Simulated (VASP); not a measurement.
# BaSrTi2O6 (P4/mmm) in VASP: notebook

One crystal, BaSrTi2O6, is run at these levels: LDA; tasks: relaxation of cell and atoms.

Everything below comes from runs of VASP 6.6.1. Logs are shortened: lines on timing, memory, paths and dates and some standing lists are left out, and cuts for length are marked.

### 1 Starting point

Symmetry: P4/mmm, No. 123, tetragonal system. Conventional cell: a = 5.594 Å, b = 5.594 Å, c = 3.956 Å, α = 90.00°, β = 90.00°, γ = 90.00°. Sr (site symmetry 4/mmm) is surrounded by 12 O at 2.80 Å. Ba (site symmetry 4/mmm) is surrounded by 12 O at 2.80 Å. Ti (site symmetry mmm) is surrounded by 6 O at 1.98 Å. O (site symmetry m2m) is surrounded by 2 Ti at 1.98 Å. Around O (site symmetry mmm) lie 2 Ti at 1.98 Å.

The cell was built by a generator and needn't be a form met in nature.

### 2 Relaxation of cell and atoms, LDA

File INCAR:

```
PREC = Accurate ; ENCUT = 600
EDIFF = 1E-6 ; ISMEAR = 0
SIGMA = 0.03 ; LREAL = False
LASPH = True ; NELM = 80
ALGO = Normal ; ISIF = 3
LWAVE = False ; LCHARG = False
IBRION = 2 ; NSW = 90
EDIFFG = -0.01 ; KPAR = 4
```

File KPOINTS:

```
regular mesh
0
Gamma
  6 6 6
```

File POSCAR:

```
BaSrTi2O6
1.0
   -3.9556400000      3.9556400000      3.9556400000
    3.9556400000     -3.9556400000      3.9556400000
    3.9556400000      3.9556400000     -3.9556400000
Sr Ba Ti O
2 2 4 12
Direct
    0.5000000000      0.5000000000      0.5000000000
    0.0000000000      0.0000000000      0.5000000000
    0.0000000000      0.5000000000      0.0000000000
    0.5000000000      0.0000000000      0.0000000000
    0.0000000000      0.0000000000      0.0000000000
    0.5000000000      0.5000000000      0.0000000000
    0.5000000000      0.0000000000      0.5000000000
    0.0000000000      0.5000000000      0.5000000000
    0.0000000000      0.2500000000      0.2500000000
    0.5000000000      0.7500000000      0.2500000000
    0.5000000000      0.2500000000      0.7500000000
    0.0000000000      0.7500000000      0.7500000000
    0.2500000000      0.0000000000      0.2500000000
    0.7500000000      0.5000000000      0.2500000000
    0.7500000000      0.0000000000      0.7500000000
    0.2500000000      0.5000000000      0.7500000000
    0.2500000000      0.2500000000      0.0000000000
    0.7500000000      0.7500000000      0.0000000000
    0.7500000000      0.2500000000      0.5000000000
    0.2500000000      0.7500000000      0.5000000000
```

Potentials or basis: VASP PAW LDA potentials, release 64 (Sr_sv, Ba_sv, Ti_sv, O).

Started as:

```sh
$ cat potpaw_LDA.64/Sr_sv/POTCAR potpaw_LDA.64/Ba_sv/POTCAR potpaw_LDA.64/Ti_sv/POTCAR potpaw_LDA.64/O/POTCAR > POTCAR
$ mpirun -np 4 vasp_std > vasp.out
```

OUTCAR:

```text
PREC = Accurate
   ENCUT = 600
   EDIFF = 1E-6
   ISMEAR = 0
   LREAL = False
   LASPH = True
   NELM = 80
   ISIF = 3
   IBRION = 2
   NSW = 90
   EDIFFG = -0.01

 ion  position               nearest neighbor table
   1  0.500  0.500  0.500-  10 2.80  11 2.80  14 2.80  16 2.80  18 2.80  19 2.80  20 2.80  17 2.80
                            15 2.80  12 2.80  13 2.80   9 2.80   5 3.43   6 3.43   6 3.43   7 3.43
   2  0.000  0.000  0.500-   9 2.80  12 2.80  13 2.80  15 2.80  17 2.80  19 2.80  20 2.80  18 2.80
                            11 2.80  16 2.80  14 2.80  10 2.80   5 3.43   5 3.43   6 3.43   8 3.43
   3  0.000  0.500  0.000-   9 2.80  12 2.80  14 2.80  16 2.80  17 2.80  18 2.80  20 2.80  19 2.80
                            10 2.80  13 2.80  15 2.80  11 2.80   5 3.43   8 3.43   6 3.43   5 3.43
   4  0.500  0.000  0.000-  10 2.80  11 2.80  13 2.80  15 2.80  17 2.80  18 2.80  19 2.80  20 2.80
                            14 2.80   9 2.80  16 2.80  12 2.80   5 3.43   7 3.43   6 3.43   6 3.43
   5  0.000  0.000  0.000-   9 1.98  12 1.98  13 1.98  15 1.98  17 1.98  18 1.98   3 3.43   4 3.43
                             1 3.43   2 3.43   2 3.43   3 3.43   4 3.43   1 3.43
   6  0.500  0.500  0.000-  10 1.98  11 1.98  14 1.98  16 1.98  17 1.98  18 1.98   3 3.43   4 3.43
                             1 3.43   2 3.43   1 3.43   4 3.43   3 3.43   2 3.43
   7  0.500  0.000  0.500-  10 1.98  11 1.98  13 1.98  15 1.98  19 1.98  20 1.98   3 3.43   4 3.43
                             1 3.43   2 3.43   4 3.43   1 3.43   2 3.43   3 3.43
   8  0.000  0.500  0.500-   9 1.98  12 1.98  14 1.98  16 1.98  19 1.98  20 1.98   3 3.43   4 3.43
                             1 3.43   2 3.43   3 3.43   2 3.43   1 3.43   4 3.43
   9  0.000  0.250  0.250-   5 1.98   8 1.98   2 2.80   3 2.80   1 2.80   4 2.80
  10  0.500  0.750  0.250-   6 1.98   7 1.98   1 2.80   4 2.80   2 2.80   3 2.80
  11  0.500  0.250  0.750-   6 1.98   7 1.98   1 2.80   4 2.80   3 2.80   2 2.80
  12  0.000  0.750  0.750-   5 1.98   8 1.98   2 2.80   3 2.80   4 2.80   1 2.80
  13  0.250  0.000  0.250-   5 1.98   7 1.98   2 2.80   4 2.80   1 2.80   3 2.80
  14  0.750  0.500  0.250-   6 1.98   8 1.98   1 2.80   3 2.80   2 2.80   4 2.80
  15  0.750  0.000  0.750-   5 1.98   7 1.98   2 2.80   4 2.80   3 2.80   1 2.80
  16  0.250  0.500  0.750-   6 1.98   8 1.98   1 2.80   3 2.80   4 2.80   2 2.80
  17  0.250  0.250  0.000-   5 1.98   6 1.98   4 2.80   1 2.80   3 2.80   2 2.80
  18  0.750  0.750  0.000-   5 1.98   6 1.98   4 2.80   2 2.80   3 2.80   1 2.80
  19  0.750  0.250  0.500-   7 1.98   8 1.98   3 2.80   1 2.80   2 2.80   4 2.80
  20  0.250  0.750  0.500-   7 1.98   8 1.98   4 2.80   1 2.80   2 2.80   3 2.80

  LATTYP: Found a body centered cubic cell.
 ALAT       =     7.9112800000

  Lattice vectors:

 A1 = (  -3.9556400000,   3.9556400000,   3.9556400000)
 A2 = (   3.9556400000,  -3.9556400000,   3.9556400000)
 A3 = (   3.9556400000,   3.9556400000,  -3.9556400000)

Analysis of symmetry for initial positions (statically):
=====================================================================
 Subroutine PRICEL returns following result:

  LATTYP: Found a simple tetragonal cell.
 ALAT       =     5.5941197359
 C/A-ratio  =     0.7071067812

  Lattice vectors:

 A1 = (   3.9556400000,  -3.9556400000,   0.0000000000)
 A2 = (   3.9556400000,   3.9556400000,   0.0000000000)
 A3 = (   0.0000000000,   0.0000000000,   3.9556400000)

   2 primitive cells build up your supercell.

 Routine SETGRP: Setting up the symmetry group for a
 body centered cubic supercell.

 Subroutine GETGRP returns: Found 16 space group operations
 (whereof  8 operations were pure point group operations)
 out of a pool of 48 trial point group operations.

The static configuration has the point symmetry D_2h.
 The point group associated with its full space group is D_4h.

Analysis of symmetry for dynamics (positions and initial velocities):
=====================================================================
 Subroutine PRICEL returns following result:

  LATTYP: Found a simple tetragonal cell.
 ALAT       =     5.5941197359
 C/A-ratio  =     0.7071067812

  Lattice vectors:

 A1 = (   3.9556400000,  -3.9556400000,   0.0000000000)
 A2 = (   3.9556400000,   3.9556400000,   0.0000000000)
 A3 = (   0.0000000000,   0.0000000000,   3.9556400000)

   2 primitive cells build up your supercell.

 Routine SETGRP: Setting up the symmetry group for a
 body centered cubic supercell.

 Subroutine GETGRP returns: Found 16 space group operations
 (whereof  8 operations were pure point group operations)
 out of a pool of 48 trial point group operations.

The dynamic configuration has the point symmetry D_2h.
 The point group associated with its full space group is D_4h.

 Subroutine INISYM returns: Found 16 space group operations
 (whereof  8 operations are pure point group operations),
 and found     2 'primitive' translations

[... 85 lines left out ...]
 SYSTEM =  unknown system
   PREC   = accura    normal or accurate (medium, high low for compatibility)
   ISTART =      0    job   : 0-new  1-cont  2-samecut
   ICHARG =      2    charge: 1-file 2-atom 10-const
   ISPIN  =      1    spin polarized calculation?
   LNONCOLLINEAR =      F non collinear calculations
   LSORBIT =      F    spin-orbit coupling
   LASPH  =      T    aspherical Exc in radial PAW
   ENCUT  =  600.0 eV  44.10 Ry    6.64 a.u.  13.68 13.68 13.68*2*pi/ulx,y,z
   NELM   =     80;   NELMIN=  2; NELMDL= -5     # of ELM steps
   EDIFF  = 0.1E-05   stopping-criterion for ELM
   LREAL  =      F    real-space projection
   EDIFFG = -.1E-01   stopping-criterion for IOM
   NSW    =     90    number of steps for IOM
   IBRION =      2    ionic relax: 0-MD 1-quasi-New 2-CG
   NFREE  =      1    steps in history (QN), initial steepest desc. (CG)
   ISIF   =      3    stress and relaxation
   ISYM   =      2    0-nonsym 1-usesym 2-fastsym
   POTIM  = 0.5000    time-step for ionic-motion
   TEBEG  =    0.0;   TEEND  =   0.0 temperature during run
   PSTRESS=    0.0 pullay stress
   NELECT =     160.0000    total number of electrons
   NUPDOWN=      -1.0000    fix difference up-down
   EMIN   =  10.00;   EMAX   =-10.00  energy-range for DOS
   EFERMI =   0.00;   METHOD = LEGACY
   ISMEAR =     0;   SIGMA  =   0.03  broadening in eV -4-tet -1-fermi 0-gaus
   EFERMI_NEDOS =   21; number of points for ismear=-14 and -15
   IALGO  =     38    algorithm
   IMIX   =      4    mixing-type and parameters
     AMIX     =   0.40;   BMIX     =  1.00
     AMIX_MAG =   1.60;   BMIX_MAG =  1.00
  volume/ion in A,a.u.               =      12.38        83.54
  Fermi-wavevector in a.u.,A,eV,Ry     =   1.415396  2.674711 27.257188  2.003347
  Thomas-Fermi vector in A             =   2.536839
   LORBIT       =      0    0 simple, 1 ext, 2 COOP (PROOUT), +10 PAW based schemes
   GGA     = CA    functional components
   LHFCALC =     F    Hartree Fock is set to
   AEXX    =    0.0000 exact exchange contribution
   IVDW    =     0    specifies the selected vdW correction
   LEPSILON=     F    determine dielectric tensor
   LRPA    =     F    only Hartree local field effects (RPA)
 conjugate gradient relaxation of ions
 non-spin polarized calculation
 Gauss-broadening in eV      SIGMA  =   0.03
  energy-cutoff  :      600.00
  volume of cell :      247.58
 maximum number of plane-waves:      8294
   NGX = 27   NGY = 27   NGZ = 27

--------------------------------------- Ionic step        1  -------------------------------------------

 number of electron     160.0000012 magnetization

 Free energy of the ion-electron system (eV)
  ---------------------------------------------------
  ext. energy  EPLUGINS =         0.00000000
  ---------------------------------------------------
  free energy    TOTEN  =      -176.36660759 eV

  energy without entropy =     -176.36660759  energy(sigma->0) =     -176.36660759

------------------------ aborting loop because EDIFF is reached ----------------------------------------

  FORCE on cell =-STRESS in cart. coord.  units (eV):
  Direction    XX          YY          ZZ          XY          YZ          ZX
  --------------------------------------------------------------------------------------
  -------------------------------------------------------------------------------------
  Total      -10.4271749    -10.4271749    -10.4944355      0.0000000      0.0000000      0.0000000
  in kB      -67.4787406    -67.4787406    -67.9140129      0.0000000      0.0000000      0.0000000
  external PRESSURE =     -67.6238314 kB  Pullay stress =       0.0000000 kB
[... 311 lines left out ...]
--------------------------------------- Ionic step        7  -------------------------------------------

 number of electron     160.0000002 magnetization

 Free energy of the ion-electron system (eV)
  ---------------------------------------------------
  ext. energy  EPLUGINS =         0.00000000
  ---------------------------------------------------
  free energy    TOTEN  =      -176.62078230 eV

  energy without entropy =     -176.62078230  energy(sigma->0) =     -176.62078230

 E-fermi :   4.2859     XC(G=0): -11.9591

 val. band max:        4.0023305264   @ k =   0.5000   0.5000   0.5000
 cond. band min:       5.7630750915   @ k =   0.0000   0.0000   0.0000
 fundamental gap:      1.7607445652
 Fermi energy:         4.2858594883

 k-point     1 :       0.0000    0.0000    0.0000
  band No.  band energies     occupation
      1     -51.6554      2.00000
      2     -51.6521      2.00000
      3     -51.6520      2.00000
      4     -51.6520      2.00000
      5     -28.3861      2.00000
      6     -28.3861      2.00000
[... 2269 lines left out ...]
     91       8.2032      0.00000
     92       8.3142      0.00000

 [... further k-points ...]

 [bands above 92 left out]

------------------------ aborting loop because EDIFF is reached ----------------------------------------

  FORCE on cell =-STRESS in cart. coord.  units (eV):
  Direction    XX          YY          ZZ          XY          YZ          ZX
  --------------------------------------------------------------------------------------
  -------------------------------------------------------------------------------------
  Total        0.0602540      0.0602540      0.0009460      0.0000000      0.0000000      0.0000000
  in kB        0.4052460      0.4052460      0.0063624      0.0000000      0.0000000      0.0000000
  external PRESSURE =       0.2722848 kB  Pullay stress =       0.0000000 kB
[... 35 lines left out ...]
  FREE ENERGIE OF THE ION-ELECTRON SYSTEM (eV)
  ---------------------------------------------------
  free  energy   TOTEN  =      -176.6207822992 eV

  energy  without entropy=     -176.6207822992  energy(sigma->0) =     -176.62078230

 reached required accuracy - stopping structural energy minimisation
```

Wall time 32 min (4 MPI ranks of AMD EPYC 7R13 (Zen 3), shared host); peak memory 0.84 GiB.

Results:

| Item | Value |
| --- | --- |
| Free energy | -176.6208 eV |
| Relaxed volume | 11.91 Å³/atom |
| Relaxed cell | a = 6.764 Å, b = 6.764 Å, c = 6.764 Å, α = 109.43°, β = 109.43°, γ = 109.55° |
| Space group after relaxing (to 0.05 Å) | P4/mmm (No. 123) |
| Energy gained by relaxing | 12.7 meV/atom |
| Ionic steps | 7 |
| Pressure after relaxing | 0.0 GPa |
| Largest force after relaxing | 0.005 eV/Å |
| Band gap on the k mesh | 1.76 eV |

Forces on the atoms (eV/Å):
```
Sr   0.000  0.000  0.000
Sr   0.000  0.000  0.000
Ba   0.000  0.000  0.000
Ba   0.000  0.000  0.000
Ti   0.000  0.000  0.000
Ti   0.000  0.000  0.000
Ti   0.000  0.000  0.000
Ti   0.000  0.000  0.000
O    0.000  0.005  0.000
O    0.000  0.005  0.000
O    0.000 -0.005  0.000
O    0.000 -0.005  0.000
O    0.005  0.000  0.000
O    0.005  0.000  0.000
O   -0.005  0.000  0.000
O   -0.005  0.000  0.000
O    0.000  0.000  0.000
O    0.000  0.000  0.000
O    0.000  0.000  0.000
O    0.000  0.000  0.000
```

The path:
```
step  energy change (eV)  largest force (eV/Å)  pressure (GPa)  volume (Å³)
   1              0.0000                0.3730           -6.76       247.58
   2             -0.0147                0.2506            8.34       229.32
   3             -0.2232                0.3144            0.34       238.04
   4             -0.2489                0.1289            0.12       238.19
   5             -0.2541                0.0011           -0.03       238.29
   6             -0.2541                0.0053           -0.03       238.29
   7             -0.2542                0.0054            0.03       238.22
```

Final structure:
```cif
data_structure
_symmetry_space_group_name_H-M 'P 1'
_symmetry_Int_Tables_number 1
_cell_length_a 6.7639
_cell_length_b 6.7639
_cell_length_c 6.7639
_cell_angle_alpha 109.429
_cell_angle_beta 109.429
_cell_angle_gamma 109.555
_cell_volume 238.22
loop_
_atom_site_label
_atom_site_type_symbol
_atom_site_fract_x
_atom_site_fract_y
_atom_site_fract_z
_atom_site_occupancy
Sr1 Sr 0.50000 0.50000 0.50000 1
Sr2 Sr 0.00000 0.00000 0.50000 1
Ba1 Ba 0.00000 0.50000 0.00000 1
Ba2 Ba 0.50000 0.00000 0.00000 1
Ti1 Ti 0.00000 0.00000 0.00000 1
Ti2 Ti 0.50000 0.50000 0.00000 1
Ti3 Ti 0.50000 0.00000 0.50000 1
Ti4 Ti 0.00000 0.50000 0.50000 1
O1 O 0.00421 0.25000 0.25421 1
O2 O 0.50421 0.75000 0.25421 1
O3 O 0.49579 0.25000 0.74579 1
O4 O 0.99579 0.75000 0.74579 1
O5 O 0.25000 0.00421 0.25421 1
O6 O 0.75000 0.50421 0.25421 1
O7 O 0.75000 0.99579 0.74579 1
O8 O 0.25000 0.49579 0.74579 1
O9 O 0.25000 0.25000 0.00000 1
O10 O 0.75000 0.75000 0.00000 1
O11 O 0.75000 0.25000 0.50000 1
O12 O 0.25000 0.75000 0.50000 1
```

Caveat: spin-orbit coupling is left out, which moves the levels of the heavy elements.

### 3 Relaxation of cell and atoms, LDA

This run uses another cell than the first one, of 11.91 Å³/atom, 0.962 times its volume.

File INCAR:

```
PREC = Accurate ; ENCUT = 600
EDIFF = 1E-7 ; ISMEAR = 0
SIGMA = 0.03 ; LREAL = False
LASPH = True ; NELM = 80
ALGO = Normal ; ISIF = 3
LWAVE = False ; LCHARG = False
IBRION = 2 ; NSW = 90
EDIFFG = -0.005 ; KPAR = 4
```

KPOINTS is that of step 2.

File POSCAR:

```
BaSrTi2O6                               
1.0
   -3.9071816363      3.9071816363      3.9011296173
    3.9071816363     -3.9071816363      3.9011296173
    3.9071816363      3.9071816363     -3.9011296173
  Sr              Ba              Ti              O             
     2     2     4    12
Direct
     0.5000000000000000    0.5000000000000000    0.5000000000000000
     0.0000000000000000    0.0000000000000000    0.5000000000000000
     0.0000000000000000    0.5000000000000000    0.0000000000000000
     0.5000000000000000    0.0000000000000000    0.0000000000000000
     0.0000000000000000    0.0000000000000000    0.0000000000000000
     0.5000000000000000    0.5000000000000000    0.0000000000000000
     0.5000000000000000    0.0000000000000000    0.5000000000000000
     0.0000000000000000    0.5000000000000000    0.5000000000000000
     0.0042089165022769    0.2500000000000000    0.2542089165022768
     0.5042089165022769    0.7500000000000000    0.2542089165022768
     0.4957910834977232    0.2500000000000000    0.7457910834977231
     0.9957910834977231    0.7500000000000000    0.7457910834977231
     0.2500000000000000    0.0042089165022769    0.2542089165022768
     0.7500000000000000    0.5042089165022769    0.2542089165022768
     0.7500000000000000    0.9957910834977231    0.7457910834977231
     0.2500000000000000    0.4957910834977232    0.7457910834977231
     0.2500000000000000    0.2500000000000000    0.0000000000000000
     0.7500000000000000    0.7500000000000000    0.0000000000000000
     0.7500000000000000    0.2500000000000000    0.5000000000000000
     0.2500000000000000    0.7500000000000000    0.5000000000000000
```

Potentials or basis: VASP PAW LDA potentials, release 64 (Sr_sv, Ba_sv, Ti_sv, O).

Started as:

```sh
$ cat potpaw_LDA.64/Sr_sv/POTCAR potpaw_LDA.64/Ba_sv/POTCAR potpaw_LDA.64/Ti_sv/POTCAR potpaw_LDA.64/O/POTCAR > POTCAR
$ mpirun -np 4 vasp_std > vasp.out
```

It took 11 min on 4 MPI ranks of AMD EPYC 7R13 (Zen 3), shared host; peak memory 0.77 GiB.

It converged, with:

| Property | Result |
| --- | --- |
| Free energy | -176.5988 eV |
| Relaxed volume | 11.92 Å³/atom |
| Relaxed cell | a = 6.765 Å, b = 6.765 Å, c = 6.765 Å, α = 109.43°, β = 109.43°, γ = 109.56° |
| Space group after relaxing (to 0.05 Å) | P4/mmm (No. 123) |
| Energy gained by relaxing | 0.0 meV/atom |
| Ionic steps | 2 |
| Pressure after relaxing | -0.1 GPa |
| Band gap on the k mesh | 1.76 eV |

Final structure:
```yaml
crystal:
  lattice:
    - [-3.90815, 3.90815, 3.90181]
    - [3.90815, -3.90815, 3.90181]
    - [3.90815, 3.90815, -3.90181]
  atoms:
    - { symbol: Sr, position: [0.50000, 0.50000, 0.50000] }
    - { symbol: Sr, position: [0.00000, 0.00000, 0.50000] }
    - { symbol: Ba, position: [0.00000, 0.50000, 0.00000] }
    - { symbol: Ba, position: [0.50000, 0.00000, 0.00000] }
    - { symbol: Ti, position: [0.00000, 0.00000, 0.00000] }
    - { symbol: Ti, position: [0.50000, 0.50000, 0.00000] }
    - { symbol: Ti, position: [0.50000, 0.00000, 0.50000] }
    - { symbol: Ti, position: [0.00000, 0.50000, 0.50000] }
    - { symbol: O, position: [0.00424, 0.25000, 0.25424] }
    - { symbol: O, position: [0.50424, 0.75000, 0.25424] }
    - { symbol: O, position: [0.49576, 0.25000, 0.74576] }
    - { symbol: O, position: [0.99576, 0.75000, 0.74576] }
    - { symbol: O, position: [0.25000, 0.00424, 0.25424] }
    - { symbol: O, position: [0.75000, 0.50424, 0.25424] }
    - { symbol: O, position: [0.75000, 0.99576, 0.74576] }
    - { symbol: O, position: [0.25000, 0.49576, 0.74576] }
    - { symbol: O, position: [0.25000, 0.25000, 0.00000] }
    - { symbol: O, position: [0.75000, 0.75000, 0.00000] }
    - { symbol: O, position: [0.75000, 0.25000, 0.50000] }
    - { symbol: O, position: [0.25000, 0.75000, 0.50000] }
```

Levels at points of the mesh, in eV from the valence-band top:
```csv
k point,band 77,band 78,band 79,band 80,band 81,band 82,band 83,band 84
"(0.00, 0.00, 0.00)",-0.19,-0.12,-0.10,-0.08,1.76,1.76,1.76,3.78
"(0.50, 0.00, 0.00)",-0.60,-0.60,-0.55,-0.55,2.83,2.83,2.99,2.99
"(0.50, 0.50, 0.00)",-0.66,-0.58,-0.53,-0.48,2.79,2.87,2.94,3.02
"(0.50, 0.50, 0.50)",-0.72,0.00,0.00,0.00,1.93,1.95,1.98,3.73
```

Caveat: spin-orbit coupling is left out, which moves the levels of the heavy elements. A k mesh can miss the band edges.
